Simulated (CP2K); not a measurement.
## C: single point with PBE

The system is C.

```
C
1.0
     2.52207    0.00000    0.00000
     1.26103    2.18417    0.00000
     1.26103    0.72806    2.05926
C
2
Direct
  0.75000 0.75000 0.75000
  0.50000 0.50000 0.50000
```

This isn't the form of C at room conditions, which is graphite.

```yaml
Program: CP2K 2026.2
Task: single point
Functional: PBE
Potentials_or_basis: POTENTIAL_UZH C GTH-PBE-q4; TZVP-MOLOPT-PBE-GTH basis
Density_cutoff: 6123 eV
k_mesh: 13 × 13 × 13
Occupations: gaussian, width 0.024 eV
Spin: no spin polarisation
```

```yaml
Pressure: 3.8 GPa
Band_gap_on_the_k_mesh: 4.54 eV, indirect (least direct gap 5.69 eV)
```

Levels at points of the mesh, in eV from the valence-band top:
```tsv
k point	band 1	band 2	band 3	band 4	band 5	band 6	band 7	band 8
(0.00, 0.00, 0.00)	-21.51	0.00	0.00	0.00	5.69	5.69	5.69	13.87
```

Wall time 58 s on 1 thread of Arm Neoverse V2 (shared host), peak memory 0.22 GiB.

Caveat: an odd mesh through Γ misses points on the zone boundary, where band edges often lie; the basis of atomic orbitals isn't converged, which shifts pressures, moduli and gaps.
